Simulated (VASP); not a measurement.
Si, 3 atoms in the cell. It takes space group P6/mmm (No. 191, hexagonal). Conventional cell: a = 4.307 Å, b = 4.307 Å, c = 2.465 Å, α = 90.00°, β = 90.00°, γ = 120.00°. Si (site symmetry 6/mmm) has 14 Si at 2.47 to 2.78 Å as nearest neighbours. Si (site symmetry -6m2) has 11 Si at 2.47 to 2.78 Å as nearest neighbours. This isn't the form of Si at room conditions, which is diamond.

```yaml
Program: VASP 6.6.1
Task: single point
Functional: RPBE
Potentials_or_basis: VASP PAW PBE potentials, release 64 (Si)
Cutoff: 520 eV
k_mesh: 9 × 9 × 14
Occupations: fermi-dirac, width 0.1 eV
Spin: no spin polarisation
Dipole_correction: no
Further_INCAR_settings: ALGO = Normal; EDIFF = 1e-06; NBANDS = 13
```

Potentials or basis: VASP PAW PBE potentials, release 64 (Si).

Launch:

```console
$ cat potpaw_PBE.64/Si/POTCAR > POTCAR
$ mpirun -np 1 vasp_std > vasp.out
```

Hardware: 1 thread of Intel(R) Xeon(R) 6975P-C (Granite Rapids) (shared host).

Problem. How long does it take, and how much memory?

Solution. It took 19 s on 1 thread of Intel(R) Xeon(R) 6975P-C (Granite Rapids) (shared host), peak memory 0.16 GiB. Counts: scf iterations 11, k points 96.
